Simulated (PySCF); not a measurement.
Match the calculated data to a structure.

All candidates are C6H15N.

| technique | computed result |
| --- | --- |
| Polarisability | 83.4 au [PBE0/def2-SVPD] |
| 13C NMR | chemical shifts (computed TMS as zero) by class: 58.1 (1 C), 43.6 (1 C), 31.6 (1 C), 31.6 (3 C) ppm [GIAO PBE0/pcSseg-1] |
| Triplet | lowest triplet excitation (Tamm–Dancoff): 5.87 eV [TDA PBE0/def2-SVPD] |
| UV, strongest line | among the 6 lowest singlet transitions: S5 at 7.95 eV (156 nm, f = 0.051) [TDDFT PBE0/def2-SVPD] |
| NMR, other nuclei | isotropic shieldings of nuclei other than C and H, by class: 226 (1 N) ppm [GIAO PBE0/pcSseg-1] |
| 1H NMR | chemical shifts (computed TMS as zero) by class: 2.80 (2 H), 1.17 (2 H), 0.94 (9 H), 0.35 (2 H) ppm [GIAO PBE0/pcSseg-1] |
| Dipole | 1.34 D [PBE0/def2-SVPD] |
| Rotational structure | rotational constants A, B, C: 4.125, 1.413, 1.398 GHz [GFN2-xTB] |

Gas-phase values; electronic properties from PySCF, density fitting. Levels stand in brackets. Isolated species at its GFN2-xTB geometry (one conformer only). Each NMR value is the plain mean over a class of atoms that symmetry, rotation or inversion makes alike.

Question: Which candidate is it?
A. `CC(C)(C)CCN`
B. `CCN(CC)CC`
C. `CC[C@@H](C)[C@H](C)N`

Answer: A. It is `CC(C)(C)CCN`. Numbering: `[CH3:1][C:2]([CH3:3])([CH3:4])[CH2:5][CH2:6][NH2:7]`. Its formula, C6H15N, gives 0 degrees of unsaturation, so no ring and no π bond. 6 carbons fall into 4 classes; from least to most shielded: chain CH2 carbon [C5] (58.1 ppm), sp3 carbon bound to nitrogen [C6] (43.6 ppm), quaternary sp3 carbon [C2] (31.6 ppm), methyl carbon [C1/C3/C4] (31.6 ppm, 3 C, up to 6.5 ppm apart in this geometry). Hydrogen classes from least to most shielded: 2 H on an sp3 carbon bound to nitrogen, C6 (2.80 ppm), 2 H on a chain CH2 carbon, C5 (1.17 ppm), 9 H on 3 methyl carbons, C1/C3/C4 (0.94 ppm), 2 H on a primary amine nitrogen, N7 (0.35 ppm). The other shieldings belong to: 226 ppm, primary amine nitrogen [N7]. The optimised geometry has point group Cs and is an asymmetric top.

The others, at the same levels:
- `CCN(CC)CC` fails: it has 2 carbon classes against 4; its computed 13C shifts are 52.5 (3 C), 16.5 (3 C) ppm, 1H shifts are 2.62 (6 H), 1.00 (9 H) ppm and rotational constant A is 2.851 GHz (against 4.125 GHz).
- `CC[C@@H](C)[C@H](C)N` fails: it has 6 carbon classes against 4; its computed 13C shifts are 57.6 (1 C), 45.3 (1 C), 23.2 (1 C), 22.8 (1 C), 19.5 (1 C), 14.5 (1 C) ppm, 1H shifts are 2.70 (1 H), 1.38 (1 H), 1.12 (3 H), 1.00 (3 H), 0.99 (1 H), 0.95 (3 H), 0.82 (1 H), 0.38 (2 H) ppm and strongest line among the 6 lowest singlet transitions is S1 at 6.24 eV (199 nm, f = 0.026) (against S5 at 7.95 eV).

Each candidate is one conformer, not necessarily the lowest. Dipoles, sizes and rotational constants follow the conformer. The torsions of the flexible species, by atom-mapped SMILES:
- `[CH3:1][C:2]([CH3:3])([CH3:4])[CH2:5][CH2:6][NH2:7]`: C1–C2–C5–C6 180°, C2–C5–C6–N7 180°, H–N7–C6–C5 -59°, H–N7–C6–C5 59°
- `[CH3:1][CH2:2][N:3]([CH2:4][CH3:5])[CH2:6][CH3:7]`: C1–C2–N3–C4 62°, C2–N3–C4–C5 151°, C2–N3–C6–C7 -109°
- `[CH3:1][CH2:2][C@@H:3]([CH3:4])[C@H:5]([CH3:6])[NH2:7]`: C1–C2–C3–C4 62°, C2–C3–C5–C6 65°, H–N7–C5–C3 -55°, H–N7–C5–C3 64°
